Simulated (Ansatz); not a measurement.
input.yaml

```yaml
crystal:
  lattice:
    - [2.5129226041, 0.0, 0.0]
    - [0.0, 3.5538092279, 0.0]
    - [0.0, 0.0, 26.4323065103]
  atoms:
    - { symbol: C, position: [0.5, 0.0, 0.3215761741] }
    - { symbol: C, position: [0.0, 0.25, 0.3215761741] }
    - { symbol: C, position: [0.0, 0.5, 0.3691112351] }
    - { symbol: C, position: [0.5, 0.75, 0.3691112351] }
    - { symbol: C, position: [0.5, 0.0, 0.4166462961] }
    - { symbol: C, position: [0.0, 0.25, 0.4166462961] }
    - { symbol: C, position: [0.0, 0.5012213665, 0.4639707316] }
    - { symbol: C, position: [0.5, 0.7487786335, 0.4639707316] }
    - { symbol: C, position: [0.5, 0.0097937655, 0.5127526596] }
    - { symbol: C, position: [0.0, 0.2402062345, 0.5127526596] }
    - { symbol: C, position: [0.0, 0.5296167306, 0.5526411805] }
    - { symbol: C, position: [0.5, 0.7203832694, 0.5526411805] }
    - { symbol: C, position: [0.5, 0.2598722435, 0.5617209784] }
    - { symbol: O, position: [0.5, 0.2598722435, 0.6052283431] }
basis:
  ecutwfc: 420
kpoints:
  mp_grid: { grid: [11, 8, 1] }
hamiltonian:
  xc: pbesol
scf:
  occupations: { method: gaussian, width: 0.05 }
output:
  forces: true
  eigenvalues: true
relax:
  adjacent_minimum: "off"
  f_tol: 0.03
  max_steps: 70
  constraints: [{ sites: [0, 1, 2, 3, 4, 5] }]
efield:
  axis: 3
  dipole_correction: true
  ramp_width: 0.04
```

Command:
```bash
ansatz run input.yaml --threads 1 --pin off --max-ram 2560MiB --backend cpu --events-out ev --progress --plain --runs-dir out
```

The calculation used DFT PBEsol, scalar-relativistic, plane waves, PAW (Ansatz).

Part of what the program printed, abridged:

```
Pseudopotentials: kind: paw
Pseudopotential: C, paw, valence charge 4, recommended cutoff 420 eV (normal)
Pseudopotential: O, paw, valence charge 6, recommended cutoff 420 eV (normal)
Functional definition: PBEsol
Crystal: 14 atoms, lattice volume = 236.052 Å³
Basis set: ecut = 420 eV, 4599 PW (Γ), exchange–correlation on 36×48×360 points (8 copies of the dense FFT grid, shifted against one another)
Bands: 43, of which v1, the nominal top of the filled ones, is band 29 counted from 1 (28 counted from 0)
Symmetry: 2 space group operations
Space group: Pm (ITA 6), of the structure as read, at distance tolerance 6.2e-5 Å
k-points: 30 of 88 (time reversal used)
Initial density: superposition of atomic densities (neutral atoms: chi_scale 0, normalization atom), corrected by the library's trained network
Initial wavefunctions: pseudopotential atomic-orbital guess
Functional: x = pbesol(κ = 0.804, μ = 0.12345679), c = pbesol(β = 0.046)
SCF iter   1: F=—  HF=-3747.880300 eV  |F-HF|=—  |Δ(HF+E_count)|=         —  Δρ=1.91e-2  dr2=2.99e0  ethr=1.77e-3  p=-0.058 e·Å  D=-4.42e-2 V/Å  ΔV_dip=1.17 eV  dr2_dipole=4.11e-5  V_vac-E_F(+/−)=6.30/5.13 eV  ⟨swp⟩=11.0  Hψ=9012  notcnv=0  defer=140
efield: sawtooth ramp at fractional position 0.9434 (placed from the atoms, in the widest stretch of the axis that holds none; the zero of the levels goes with the place), width 0.0400; the density the first Hamiltonian is built on has a dipole p = -0.058 e·Å; the dipole correction subtracts the counter field D = -4.42e-2 V/Å, which shifts the + side's vacuum level by +1.17 eV against the − side's; the planar-averaged density in the ramp window peaks in size at 8.0e-6 e/Å³
SCF iter   2: F=—  HF=-3747.596648 eV  |F-HF|=—  |Δ(HF+E_count)|=   2.84e-1  Δρ=1.16e-2  dr2=8.36e-1  ethr=1.77e-3  p=-0.051 e·Å  D=-3.88e-2 V/Å  ΔV_dip=1.03 eV  dr2_dipole=7.85e-2  V_vac-E_F(+/−)=6.76/5.74 eV  ⟨swp⟩=3.4  Hψ=2449  notcnv=0  defer=262
SCF iter   3: F=—  HF=-3747.495786 eV  |F-HF|=—  |Δ(HF+E_count)|=   1.01e-1  Δρ=5.03e-3  dr2=8.05e-2  ethr=1.44e-3  p=-0.035 e·Å  D=-2.67e-2 V/Å  ΔV_dip=0.71 eV  dr2_dipole=9.57e-4  V_vac-E_F(+/−)=6.61/5.90 eV  ⟨swp⟩=2.6  Hψ=1827  notcnv=0  defer=262
SCF iter   4: F=—  HF=-3747.483440 eV  |F-HF|=—  |Δ(HF+E_count)|=   1.23e-2  Δρ=2.27e-3  dr2=2.26e-2  ethr=1.39e-4  p=-0.032 e·Å  D=-2.47e-2 V/Å  ΔV_dip=0.65 eV  dr2_dipole=5.53e-4  V_vac-E_F(+/−)=6.63/5.97 eV  ⟨swp⟩=2.8  Hψ=2542  notcnv=0  defer=259
SCF iter   5: F=—  HF=-3747.480545 eV  |F-HF|=—  |Δ(HF+E_count)|=   2.89e-3  Δρ=1.17e-3  dr2=5.06e-3  ethr=3.89e-5  p=-0.030 e·Å  D=-2.27e-2 V/Å  ΔV_dip=0.60 eV  dr2_dipole=1.27e-4  V_vac-E_F(+/−)=6.62/6.02 eV  ⟨swp⟩=2.3  Hψ=1690  notcnv=0  defer=259
SCF iter   6: F=—  HF=-3747.479923 eV  |F-HF|=—  |Δ(HF+E_count)|=   6.22e-4  Δρ=5.72e-4  dr2=1.04e-3  ethr=8.73e-6  p=-0.028 e·Å  D=-2.11e-2 V/Å  ΔV_dip=0.56 eV  dr2_dipole=7.36e-5  V_vac-E_F(+/−)=6.60/6.05 eV  ⟨swp⟩=2.3  Hψ=1916  notcnv=0  defer=259
SCF iter   7: F=—  HF=-3747.479777 eV  |F-HF|=—  |Δ(HF+E_count)|=   1.47e-4  Δρ=2.03e-4  dr2=1.83e-4  ethr=1.79e-6  p=-0.027 e·Å  D=-2.09e-2 V/Å  ΔV_dip=0.55 eV  dr2_dipole=4.49e-5  V_vac-E_F(+/−)=6.61/6.05 eV  ⟨swp⟩=2.3  Hψ=2082  notcnv=0  defer=259
SCF iter   8: F=—  HF=-3747.479771 eV  |F-HF|=—  |Δ(HF+E_count)|=   5.99e-6  Δρ=8.77e-5  dr2=2.92e-5  ethr=3.16e-7  p=-0.028 e·Å  D=-2.12e-2 V/Å  ΔV_dip=0.56 eV  dr2_dipole=4.59e-6  V_vac-E_F(+/−)=6.61/6.05 eV  ⟨swp⟩=2.4  Hψ=1978  notcnv=0  defer=259
SCF iter   9: F=-3747.479769 eV  HF=-3747.479769 eV  |F-HF|=2.02e-7  |Δ(HF+E_count)|=   1.72e-6  Δρ=2.54e-5  dr2=1.91e-6  ethr=3.88e-8  p=-0.028 e·Å  D=-2.13e-2 V/Å  ΔV_dip=0.56 eV  dr2_dipole=1.19e-7  V_vac-E_F(+/−)=6.61/6.05 eV  ⟨swp⟩=21.7  Hψ=10269  notcnv=0
SCF 1 converged in 9 iterations: F = -3747.479769 eV  dr2 = 1.91e-6
relax step   1: F+E_penalty+E_count = -3747.47976873 eV  Δ(F+E_penalty+E_count) = +0.000e0 eV  max|allowed force component| = 9.398e0 eV/Å  Δτ_max = 0.0000 Å  (9 SCF iters, dr2 threshold 2.25e-5 eV, accepted)
Initial density: handed on by an earlier stage of this run
Initial wavefunctions: those handed on with the density
SCF iter   1: F=—  HF=-3750.601725 eV  |F-HF|=—  |Δ(HF+E_count)|=         —  Δρ=1.68e-2  dr2=8.92e-1  ethr=1.54e-3  p=-0.028 e·Å  D=-2.13e-2 V/Å  ΔV_dip=0.56 eV  dr2_dipole=2.47e-1  V_vac-E_F(+/−)=6.75/6.19 eV  ⟨swp⟩=1.6  Hψ=6126  notcnv=0  defer=197
efield: sawtooth ramp at fractional position 0.9434 (handed on by an earlier solve), width 0.0400; the density the first Hamiltonian is built on has a dipole p = -0.028 e·Å; the dipole correction subtracts the counter field D = -2.13e-2 V/Å, which shifts the + side's vacuum level by +0.56 eV against the − side's; the planar-averaged density in the ramp window peaks in size at 1.1e-6 e/Å³
SCF iter   2: F=—  HF=-3750.492085 eV  |F-HF|=—  |Δ(HF+E_count)|=   1.10e-1  Δρ=6.16e-3  dr2=1.20e-1  ethr=1.54e-3  p=-0.066 e·Å  D=-5.03e-2 V/Å  ΔV_dip=1.33 eV  dr2_dipole=2.53e-2  V_vac-E_F(+/−)=7.37/6.04 eV  ⟨swp⟩=2.9  Hψ=2025  notcnv=0  defer=197
SCF iter   3: F=—  HF=-3750.484064 eV  |F-HF|=—  |Δ(HF+E_count)|=   8.02e-3  Δρ=2.65e-3  dr2=3.24e-2  ethr=2.07e-4  p=-0.057 e·Å  D=-4.38e-2 V/Å  ΔV_dip=1.16 eV  dr2_dipole=4.58e-4  V_vac-E_F(+/−)=7.21/6.05 eV  ⟨swp⟩=2.5  Hψ=2199  notcnv=0  defer=257
SCF iter   4: F=—  HF=-3750.481271 eV  |F-HF|=—  |Δ(HF+E_count)|=   2.79e-3  Δρ=1.88e-3  dr2=1.46e-2  ethr=5.59e-5  p=-0.059 e·Å  D=-4.51e-2 V/Å  ΔV_dip=1.19 eV  dr2_dipole=5.70e-4  V_vac-E_F(+/−)=7.24/6.04 eV  ⟨swp⟩=2.1  Hψ=1478  notcnv=0  defer=253
SCF iter   5: F=—  HF=-3750.479692 eV  |F-HF|=—  |Δ(HF+E_count)|=   1.58e-3  Δρ=8.16e-4  dr2=2.67e-3  ethr=2.51e-5  p=-0.060 e·Å  D=-4.61e-2 V/Å  ΔV_dip=1.22 eV  dr2_dipole=3.43e-4  V_vac-E_F(+/−)=7.25/6.03 eV  ⟨swp⟩=2.7  Hψ=1774  notcnv=0  defer=253
SCF iter   6: F=—  HF=-3750.479445 eV  |F-HF|=—  |Δ(HF+E_count)|=   2.48e-4  Δρ=4.03e-4  dr2=5.32e-4  ethr=4.60e-6  p=-0.060 e·Å  D=-4.64e-2 V/Å  ΔV_dip=1.23 eV  dr2_dipole=3.59e-6  V_vac-E_F(+/−)=7.26/6.03 eV  ⟨swp⟩=2.5  Hψ=1888  notcnv=0  defer=254
SCF iter   7: F=—  HF=-3750.479415 eV  |F-HF|=—  |Δ(HF+E_count)|=   2.93e-5  Δρ=1.93e-4  dr2=1.38e-4  ethr=9.17e-7  p=-0.061 e·Å  D=-4.64e-2 V/Å  ΔV_dip=1.23 eV  dr2_dipole=6.10e-6  V_vac-E_F(+/−)=7.26/6.03 eV  ⟨swp⟩=2.5  Hψ=1909  notcnv=0  defer=254
SCF iter   8: F=-3750.479396 eV  HF=-3750.479410 eV  |F-HF|=1.35e-5  |Δ(HF+E_count)|=   5.56e-6  Δρ=8.47e-5  dr2=2.19e-5  ethr=1.72e-7  p=-0.060 e·Å  D=-4.63e-2 V/Å  ΔV_dip=1.22 eV  dr2_dipole=2.40e-7  V_vac-E_F(+/−)=7.26/6.03 eV  ⟨swp⟩=18.5  Hψ=9530  notcnv=0
SCF 2 converged in 8 iterations: F = -3750.479396 eV  dr2 = 2.19e-5
relax step   2: F+E_penalty+E_count = -3750.47939626 eV  Δ(F+E_penalty+E_count) = -3.000e0 eV  max|allowed force component| = 1.145e1 eV/Å  Δτ_max = 0.1946 Å  (8 SCF iters, dr2 threshold 1.00e-4 eV, accepted)
SCF iter   1: F=—  HF=-3754.165862 eV  |F-HF|=—  |Δ(HF+E_count)|=         —  Δρ=2.13e-2  dr2=8.69e-1  ethr=1.49e-3  p=-0.060 e·Å  D=-4.63e-2 V/Å  ΔV_dip=1.22 eV  dr2_dipole=2.63e-2  V_vac-E_F(+/−)=7.23/6.00 eV  ⟨swp⟩=1.7  Hψ=6552  notcnv=0  defer=150
   ...
SCF iter   1: F=—  HF=-3759.683748 eV  |F-HF|=—  |Δ(HF+E_count)|=         —  Δρ=3.98e-3  dr2=2.75e-2  ethr=7.42e-4  p=0.001 e·Å  D=9.18e-4 V/Å  ΔV_dip=-0.02 eV  dr2_dipole=8.13e-4  V_vac-E_F(+/−)=5.97/5.99 eV  ⟨swp⟩=3.5  Hψ=3203  notcnv=0  defer=235
efield: sawtooth ramp at fractional position 0.9434 (handed on by an earlier solve), width 0.0400; the density the first Hamiltonian is built on has a dipole p = 0.001 e·Å; the dipole correction subtracts the counter field D = 9.18e-4 V/Å, which shifts the + side's vacuum level by -0.02 eV against the − side's; the planar-averaged density in the ramp window peaks in size at 1.8e-6 e/Å³
SCF iter   2: F=—  HF=-3759.711326 eV  |F-HF|=—  |Δ(HF+E_count)|=   2.76e-2  Δρ=6.21e-3  dr2=2.32e-1  ethr=4.74e-5  p=-0.024 e·Å  D=-1.81e-2 V/Å  ΔV_dip=0.48 eV  dr2_dipole=1.89e-2  V_vac-E_F(+/−)=6.47/6.00 eV  ⟨swp⟩=3.1  Hψ=3123  notcnv=0  defer=251
SCF iter   3: F=—  HF=-3759.698396 eV  |F-HF|=—  |Δ(HF+E_count)|=   1.29e-2  Δρ=5.61e-3  dr2=2.24e-1  ethr=4.74e-5  p=0.019 e·Å  D=1.49e-2 V/Å  ΔV_dip=-0.39 eV  dr2_dipole=5.91e-2  V_vac-E_F(+/−)=5.62/6.01 eV  ⟨swp⟩=3.9  Hψ=2683  notcnv=0  defer=254
SCF iter   4: F=—  HF=-3759.684407 eV  |F-HF|=—  |Δ(HF+E_count)|=   1.40e-2  Δρ=3.44e-3  dr2=6.75e-2  ethr=4.74e-5  p=0.010 e·Å  D=7.59e-3 V/Å  ΔV_dip=-0.20 eV  dr2_dipole=7.73e-3  V_vac-E_F(+/−)=5.80/6.00 eV  ⟨swp⟩=2.0  Hψ=1593  notcnv=0  defer=245
SCF iter   5: F=—  HF=-3759.675636 eV  |F-HF|=—  |Δ(HF+E_count)|=   8.77e-3  Δρ=5.06e-4  dr2=1.68e-3  ethr=4.74e-5  p= 0.000 e·Å  D=-1.45e-4 V/Å  ΔV_dip=0.00 eV  dr2_dipole=3.15e-4  V_vac-E_F(+/−)=6.00/6.00 eV  ⟨swp⟩=2.3  Hψ=2042  notcnv=0  defer=245
SCF iter   6: F=—  HF=-3759.675476 eV  |F-HF|=—  |Δ(HF+E_count)|=   1.60e-4  Δρ=1.91e-4  dr2=1.39e-4  ethr=2.89e-6  p=-0.002 e·Å  D=-1.40e-3 V/Å  ΔV_dip=0.04 eV  dr2_dipole=4.98e-5  V_vac-E_F(+/−)=6.03/6.00 eV  ⟨swp⟩=2.1  Hψ=1276  notcnv=0  defer=245
SCF iter   7: F=—  HF=-3759.675473 eV  |F-HF|=—  |Δ(HF+E_count)|=   3.28e-6  Δρ=5.10e-5  dr2=5.26e-5  ethr=2.40e-7  p=-0.002 e·Å  D=-1.66e-3 V/Å  ΔV_dip=0.04 eV  dr2_dipole=2.18e-5  V_vac-E_F(+/−)=6.04/6.00 eV  ⟨swp⟩=2.2  Hψ=1750  notcnv=0  defer=245
SCF iter   8: F=—  HF=-3759.675470 eV  |F-HF|=—  |Δ(HF+E_count)|=   2.82e-6  Δρ=3.15e-5  dr2=3.44e-5  ethr=9.06e-8  p=-0.002 e·Å  D=-1.79e-3 V/Å  ΔV_dip=0.05 eV  dr2_dipole=1.57e-5  V_vac-E_F(+/−)=6.04/6.00 eV  ⟨swp⟩=1.5  Hψ=1080  notcnv=0  defer=245
SCF iter   9: F=—  HF=-3759.675468 eV  |F-HF|=—  |Δ(HF+E_count)|=   1.64e-6  Δρ=2.53e-5  dr2=2.18e-5  ethr=5.93e-8  p=-0.003 e·Å  D=-1.92e-3 V/Å  ΔV_dip=0.05 eV  dr2_dipole=1.00e-5  V_vac-E_F(+/−)=6.05/6.00 eV  ⟨swp⟩=1.0  Hψ=1036  notcnv=0  defer=245
SCF iter  10: F=-3759.675449 eV  HF=-3759.675467 eV  |F-HF|=1.83e-5  |Δ(HF+E_count)|=   1.12e-6  Δρ=2.01e-5  dr2=1.28e-5  ethr=3.03e-8  p=-0.003 e·Å  D=-2.01e-3 V/Å  ΔV_dip=0.05 eV  dr2_dipole=6.03e-6  V_vac-E_F(+/−)=6.05/6.00 eV  ⟨swp⟩=17.1  Hψ=7059  notcnv=0
SCF 11 converged in 10 iterations: F = -3759.675449 eV  dr2 = 1.28e-5
relax step  11: F+E_penalty+E_count = -3759.67544867 eV  Δ(F+E_penalty+E_count) = -8.396e-3 eV  max|allowed force component| = 1.556e-1 eV/Å  Δτ_max = 0.0660 Å  (10 SCF iters, dr2 threshold 1.76e-5 eV, accepted)
SCF iter   1: F=—  HF=-3759.677274 eV  |F-HF|=—  |Δ(HF+E_count)|=         —  Δρ=9.43e-4  dr2=1.23e-3  ethr=2.10e-5  p=-0.003 e·Å  D=-2.01e-3 V/Å  ΔV_dip=0.05 eV  dr2_dipole=1.80e-6  V_vac-E_F(+/−)=6.05/6.00 eV  ⟨swp⟩=2.6  Hψ=2923  notcnv=0  defer=244
efield: sawtooth ramp at fractional position 0.9434 (handed on by an earlier solve), width 0.0400; the density the first Hamiltonian is built on has a dipole p = -0.003 e·Å; the dipole correction subtracts the counter field D = -2.01e-3 V/Å, which shifts the + side's vacuum level by +0.05 eV against the − side's; the planar-averaged density in the ramp window peaks in size at 1.7e-6 e/Å³
SCF iter   2: F=—  HF=-3759.678110 eV  |F-HF|=—  |Δ(HF+E_count)|=   8.36e-4  Δρ=1.14e-3  dr2=6.28e-3  ethr=2.12e-6  p=-0.001 e·Å  D=-6.71e-4 V/Å  ΔV_dip=0.02 eV  dr2_dipole=3.20e-4  V_vac-E_F(+/−)=6.01/6.00 eV  ⟨swp⟩=3.2  Hψ=2835  notcnv=0  defer=244
SCF iter   3: F=—  HF=-3759.677602 eV  |F-HF|=—  |Δ(HF+E_count)|=   5.08e-4  Δρ=8.00e-4  dr2=4.74e-3  ethr=2.12e-6  p=-0.007 e·Å  D=-5.09e-3 V/Å  ΔV_dip=0.13 eV  dr2_dipole=5.60e-4  V_vac-E_F(+/−)=6.13/6.00 eV  ⟨swp⟩=3.0  Hψ=2039  notcnv=0  defer=244
SCF iter   4: F=—  HF=-3759.677032 eV  |F-HF|=—  |Δ(HF+E_count)|=   5.70e-4  Δρ=2.92e-4  dr2=3.25e-4  ethr=2.12e-6  p=-0.003 e·Å  D=-2.29e-3 V/Å  ΔV_dip=0.06 eV  dr2_dipole=3.24e-6  V_vac-E_F(+/−)=6.06/6.00 eV  ⟨swp⟩=2.0  Hψ=1958  notcnv=0  defer=244
SCF iter   5: F=—  HF=-3759.676965 eV  |F-HF|=—  |Δ(HF+E_count)|=   6.70e-5  Δρ=6.87e-5  dr2=1.67e-5  ethr=5.60e-7  p=-0.003 e·Å  D=-2.10e-3 V/Å  ΔV_dip=0.06 eV  dr2_dipole=6.82e-8  V_vac-E_F(+/−)=6.05/6.00 eV  ⟨swp⟩=2.0  Hψ=1491  notcnv=0  defer=244
SCF iter   6: F=-3759.676961 eV  HF=-3759.676963 eV  |F-HF|=1.75e-6  |Δ(HF+E_count)|=   2.44e-6  Δρ=1.66e-5  dr2=1.89e-6  ethr=5.51e-9  p=-0.003 e·Å  D=-2.16e-3 V/Å  ΔV_dip=0.06 eV  dr2_dipole=1.40e-7  V_vac-E_F(+/−)=6.05/6.00 eV  ⟨swp⟩=14.5  Hψ=8848  notcnv=0
SCF iter   7: F=-3759.676963 eV  HF=-3759.676963 eV  |F-HF|=2.28e-8  |Δ(HF+E_count)|=   2.81e-7  Δρ=5.50e-6  dr2=4.11e-8  ethr=3.26e-9  p=-0.003 e·Å  D=-2.09e-3 V/Å  ΔV_dip=0.06 eV  dr2_dipole=2.80e-9  V_vac-E_F(+/−)=6.05/6.00 eV  ⟨swp⟩=7.2  Hψ=5729  notcnv=0
SCF 12 converged in 7 iterations: F = -3759.676963 eV  dr2 = 4.11e-8
relax step  12: F+E_penalty+E_count = -3759.67696258 eV  Δ(F+E_penalty+E_count) = -1.514e-3 eV  max|allowed force component| = 2.070e-2 eV/Å  Δτ_max = 0.0120 Å  (7 SCF iters, dr2 threshold 3.19e-6 eV, accepted)
SCF iter   1: F=—  HF=-3759.676921 eV  |F-HF|=—  |Δ(HF+E_count)|=         —  Δρ=5.57e-6  dr2=4.30e-8  ethr=7.69e-11  p=-0.003 e·Å  D=-2.09e-3 V/Å  ΔV_dip=0.06 eV  dr2_dipole=2.38e-9  V_vac-E_F(+/−)=6.05/6.00 eV  ⟨swp⟩=3.0  Hψ=4267  notcnv=0
efield: sawtooth ramp at fractional position 0.9434 (handed on by an earlier solve), width 0.0400; the density the first Hamiltonian is built on has a dipole p = -0.003 e·Å; the dipole correction subtracts the counter field D = -2.09e-3 V/Å, which shifts the + side's vacuum level by +0.06 eV against the − side's; the planar-averaged density in the ramp window peaks in size at 1.7e-6 e/Å³
SCF iter   2: F=—  HF=-3759.676963 eV  |F-HF|=—  |Δ(HF+E_count)|=   4.17e-5  Δρ=4.26e-6  dr2=1.08e-7  ethr=7.42e-11  p=-0.003 e·Å  D=-2.10e-3 V/Å  ΔV_dip=0.06 eV  dr2_dipole=3.57e-10  V_vac-E_F(+/−)=6.05/6.00 eV  ⟨swp⟩=10.1  Hψ=6852  notcnv=0
SCF iter   3: F=—  HF=-3759.676963 eV  |F-HF|=—  |Δ(HF+E_count)|=   2.29e-8  Δρ=6.66e-6  dr2=2.57e-7  ethr=7.42e-11  p=-0.003 e·Å  D=-2.11e-3 V/Å  ΔV_dip=0.06 eV  dr2_dipole=1.49e-8  V_vac-E_F(+/−)=6.05/6.00 eV  ⟨swp⟩=3.3  Hψ=2132  notcnv=0  recentre
SCF iter   4: F=-3759.676963 eV  HF=-3759.676963 eV  |F-HF|=4.02e-8  |Δ(HF+E_count)|=   2.80e-8  Δρ=2.72e-6  dr2=4.19e-8  ethr=7.42e-11  p=-0.003 e·Å  D=-2.09e-3 V/Å  ΔV_dip=0.06 eV  dr2_dipole=5.26e-9  V_vac-E_F(+/−)=6.05/6.00 eV  ⟨swp⟩=4.2  Hψ=5153  notcnv=0
SCF 13 converged in 4 iterations: F = -3759.676963 eV  dr2 = 4.19e-8
relax step  13: F+E_penalty+E_count = -3759.67696256 eV  Δ(F+E_penalty+E_count) = +1.916e-8 eV  max|allowed force component| = 2.068e-2 eV/Å  Δτ_max = 0.0000 Å  (4 SCF iters, accepted)
SCF converged after 4 iterations
Free energy (F): -3759.676963 eV
Harris-Foulkes:  -3759.676963 eV  (|F-HF|=4.02e-8)
Internal energy: -3759.675221 eV  (E = F + TS)
E sigma→0 (E₀):  -3759.676092 eV
Entropy (-TS):   -0.001742 eV (-0.124 meV/atom)
Fermi energy:    0.646139 eV
Dipole field:    D = -0.002178 V/Å  (p = -0.002842 e·Å, saw-weighted, corrected)
Work function:   Φ+ = 6.0523 eV   Φ− = 5.9947 eV
Levels:          The Fermi level and band energies are counted from a zero that moves with the ramp; work functions are not
--- Per-component energies (eV) ---
  E_band       = -509.128615
  E_kinetic    = 1347.723817
  E_local      = -62786.313921  (includes V_loc(G=0)·N_el)
  E_nonlocal   = 396.814624
  E_hartree    = 30758.887773
  E_xc         = -691.770571
  E_vxc        = -863.230919  (∫ρ·V_xc dr)
  E_paw        = -1390.175347  (= ΣΔE_a)
  E_vpaw       = -121.953937  (= ΣTr[D̂ρ^β])
  E_aug_tail   = 0.002537  (compensation charges beyond the density's cutoff)
  E_efield     = 0.000003  (sawtooth field / dipole correction)
  E_vefield    = 0.032336  (∫n·V_field dr)
  E_ewald      = 28604.846270
  E_core_change = 0.309594  (= ΣΔE_core)
  E_smearing   = -0.001742  (= −TS)
--- Forces (eV/Å), atoms counted from 1 ---
  atom   1  C      0.00000000     4.38312813     1.17168600
  atom   2  C      0.00000000    -4.38651527     1.17265781
  atom   3  C      0.00000000     1.13524254    -1.16585796
  atom   4  C      0.00000000    -1.12753726    -1.13331463
  atom   5  C      0.00000000     0.39841420    -0.03374210
  atom   6  C      0.00000000    -0.41094943    -0.01210650
  atom   7  C      0.00000000     0.00705772     0.00854867
  atom   8  C      0.00000000     0.01004317    -0.00112411
  atom   9  C      0.00000000     0.00136798     0.00468810
  atom  10  C      0.00000000    -0.00152990    -0.01460352
  atom  11  C      0.00000000    -0.02068207    -0.00152541
  atom  12  C      0.00000000     0.00944370     0.00046643
  atom  13  C      0.00000000     0.00084239     0.00889478
  atom  14  O      0.00000000     0.00168581    -0.00467554
--- Band table (eV; the first three rows and the last of 30) ---
  k-point 0: bands = ["-23.3182", "-21.2046", "-19.8572", "-17.9289", "-15.5573", "-13.3678", "-12.5258", "-12.4444", "-11.4014", "-10.4127", "-8.9888", "-8.6023", "-8.2240", "-7.3407", "-6.6296", "-6.2994", "-6.0595", "-5.6544", "-5.0593", "-4.9008", "-4.0578", "-3.3014", "-3.1739", "-2.4605", "-1.9875", "-0.7911", "-0.4026", "-0.0238", "0.0623", "2.5488", "3.1219", "5.0292", "5.2270", "5.2985", "6.1094", "6.1221", "6.1684", "6.6061", "6.7736", "6.9139", "7.3216", "7.4819", "7.5349"]
  k-point 1: bands = ["-23.3070", "-21.0610", "-19.7182", "-17.8025", "-15.4985", "-14.4789", "-13.6475", "-12.0162", "-10.7961", "-10.4107", "-9.3922", "-8.1415", "-7.7854", "-7.3659", "-6.7338", "-5.9451", "-5.9236", "-5.4314", "-4.9482", "-4.8068", "-4.0140", "-3.2682", "-3.2663", "-2.1918", "-2.0330", "-1.0489", "-0.7319", "-0.4242", "0.2737", "2.1895", "3.2642", "4.9029", "5.0933", "5.7461", "6.1632", "6.4052", "6.6560", "6.7328", "6.8328", "7.1174", "7.4914", "7.6448", "7.7385"]
  k-point 2: bands = ["-23.2803", "-20.6310", "-19.3034", "-17.4356", "-16.1755", "-15.4838", "-14.7628", "-12.5839", "-11.2949", "-10.0854", "-8.8879", "-8.1786", "-7.5367", "-6.6021", "-6.0867", "-5.8752", "-5.5205", "-4.8162", "-4.6321", "-4.4901", "-3.9010", "-3.1596", "-2.9325", "-2.3652", "-2.2017", "-1.8199", "-1.1810", "-0.7006", "0.1324", "1.5811", "3.4310", "4.8483", "4.9461", "6.2865", "6.5262", "6.7058", "6.9972", "7.4618", "7.6911", "7.8557", "7.8732", "8.0357", "8.2384"]
  k-point 29: bands = ["-22.5428", "-15.6935", "-15.5601", "-14.6429", "-14.2837", "-13.1992", "-12.9043", "-12.8818", "-12.4326", "-11.8703", "-11.8044", "-11.1385", "-10.4856", "-9.7637", "-8.5169", "-7.8504", "-7.6218", "-7.0657", "-6.8984", "-6.3932", "-5.8683", "-5.1352", "-5.0029", "-4.3976", "-4.0354", "-3.3330", "-3.3090", "-1.1388", "0.5939", "0.7689", "1.8286", "2.1578", "8.2073", "8.4911", "8.7261", "8.9054", "9.1363", "9.3885", "9.5903", "9.6486", "9.8186", "10.0773", "10.4043"]
--- Relaxed structure (13 steps of the walk, 13 accepted, 0 SCFs on fresh bases) ---
  F+E_penalty+E_count = -3759.67696256 eV   max|allowed force component| = 2.068e-2 eV/Å
  atoms:
    - { symbol: C, position: [0.5, 0.0, 0.32157617] }
    - { symbol: C, position: [0.0, 0.25, 0.32157617] }
    - { symbol: C, position: [0.0, 0.5, 0.36911123] }
    - { symbol: C, position: [0.5, 0.75, 0.36911123] }
    - { symbol: C, position: [0.5, 0.0, 0.41664629] }
    - { symbol: C, position: [0.0, 0.25, 0.41664629] }
    - { symbol: C, position: [0.0, 0.50038481, 0.46406285] }
    - { symbol: C, position: [0.5, 0.74932449, 0.46418679] }
    - { symbol: C, position: [0.5, -0.00014479, 0.51150726] }
    - { symbol: C, position: [0.0, 0.25104739, 0.51211092] }
    - { symbol: C, position: [0.0, 0.49470149, 0.55950357] }
    - { symbol: C, position: [0.5, 0.74473296, 0.55996548] }
    - { symbol: C, position: [0.5, 0.02783263, 0.60299648] }
    - { symbol: O, position: [0.5, 0.02449675, 0.64713880] }
```

The relaxation met its thresholds.

Time: 19 min on 1 thread of Intel(R) Xeon(R) Processor @ 2.50GHz (Skylake/Cascade Lake) (shared host), peak memory 0.56 GiB.